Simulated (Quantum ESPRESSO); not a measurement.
A calculation with Quantum ESPRESSO 7.5 of Si2W (ASE script, Cartesian positions):

Contents of run.py:

```python
import numpy as np
from ase.calculators.espresso import Espresso, EspressoProfile
from ase.io import read

atoms = read('Si2W.xyz')

input_data = {
    'control': {'calculation': 'scf', 'prefix': 'pwscf', 'outdir': './tmp', 'tprnfor': True, 'tstress': True, 'disk_io': 'nowf'},
    'system': {'ecutwfc': 56.0, 'ecutrho': 448.0, 'nbnd': 18, 'occupations': 'smearing', 'smearing': 'fd', 'degauss': 0.00367493},
    'electrons': {'conv_thr': 6e-10, 'electron_maxstep': 120, 'mixing_beta': 0.5},
}
pseudopotentials = {'W': 'w_pbesol_v1.2.uspp.F.UPF', 'Si': 'si_pbesol_v1.uspp.F.UPF'}
profile = EspressoProfile(command='mpirun -n 2 pw.x -nk 2', pseudo_dir='pseudo')
dft = Espresso(profile=profile, input_data=input_data, pseudopotentials=pseudopotentials, kpts=(12, 12, 12), koffset=(0, 0, 0))
atoms.calc = dft

print(f'energy {atoms.get_potential_energy():.8f} eV')
print('forces (eV/A)')
print(np.round(atoms.get_forces(), 6))
print('stress (eV/A^3, Voigt)')
print(np.round(atoms.get_stress(), 8))
print(f'Fermi level {dft.get_fermi_level():.4f} eV')
```

File Si2W.xyz:

```xyz
3
Lattice="-1.6069000000 1.6069000000 3.9149500000 1.6069000000 -1.6069000000 3.9149500000 1.6069000000 1.6069000000 -3.9149500000" Properties=species:S:1:pos:R:3 pbc="T T T"
W      0.0000000000      0.0000000000      0.0000000000
Si     0.0000000000      0.0000000000      5.2092324700
Si     0.0000000000      0.0000000000      2.6206675300
```

Potentials or basis: GBRV 1.5 PBEsol.

Run with:

```bash
$ OMP_NUM_THREADS=1 python run.py
```

Q: Write the same calculation in another form: native input, structure typed inline.

A: As run:

File pw.in:

```
&CONTROL
  calculation = 'scf'
  prefix = 'pwscf'
  outdir = './tmp'
  pseudo_dir = './pseudo'
  tprnfor = .true.
  tstress = .true.
  disk_io = 'low'
/
&SYSTEM
  ibrav = 0
  celldm(1) = 8
  nat = 3
  ntyp = 2
  ecutwfc = 56
  ecutrho = 448
  nbnd = 18
  occupations = 'smearing'
  smearing = 'fd'
  degauss = 0.00367493
/
&ELECTRONS
  conv_thr = 6d-10
  electron_maxstep = 120
  mixing_beta = 0.5
/
ATOMIC_SPECIES
W    183.8400 w_pbesol_v1.2.uspp.F.UPF
Si    28.0850 si_pbesol_v1.uspp.F.UPF
CELL_PARAMETERS alat
 -0.3795751137076   0.3795751137076   0.9247729114505
  0.3795751137076  -0.3795751137076   0.9247729114505
  0.3795751137076   0.3795751137076  -0.9247729114505
ATOMIC_POSITIONS crystal
W      0.0000000000    0.0000000000    0.0000000000
Si     0.6653000000    0.6653000000    0.0000000000
Si     0.3347000000    0.3347000000    0.0000000000
K_POINTS automatic
12 12 12 0 0 0
```

Contents of pp_density.in:

```
&INPUTPP
  prefix = 'pwscf'
  outdir = './tmp'
  filplot = 'density.dat'
  plot_num = 0
/
&PLOT
  nfile = 1
  filepp(1) = 'density.dat'
  iflag = 3
  output_format = 6
  fileout = 'density.cube'
/
```

The input pp_potential.in:

```
&INPUTPP
  prefix = 'pwscf'
  outdir = './tmp'
  filplot = 'potential.dat'
  plot_num = 11
/
&PLOT
  nfile = 1
  filepp(1) = 'potential.dat'
  iflag = 3
  output_format = 6
  fileout = 'potential.cube'
/
```

Potentials or basis: GBRV 1.5 PBEsol.

The run is started by

```console
$ OMP_NUM_THREADS=1 mpirun -n 2 pw.x -nk 2 -in pw.in > pw.out
$ OMP_NUM_THREADS=1 mpirun -n 1 pp.x -in pp_density.in > pp_density.out
$ OMP_NUM_THREADS=1 mpirun -n 1 pp.x -in pp_potential.in > pp_potential.out
```

Both were run:

|  | ASE script, Cartesian positions | native input, structure typed inline |
| --- | --- | --- |
| Pressure | -1.9 GPa | -1.9 GPa |
| Largest force | 0.027 eV/Å | 0.027 eV/Å |
| Band gap on the k mesh | none (metal or under the smearing width) | none (metal or under the smearing width) |

Keys that steer only the numerical path or the files written may differ.
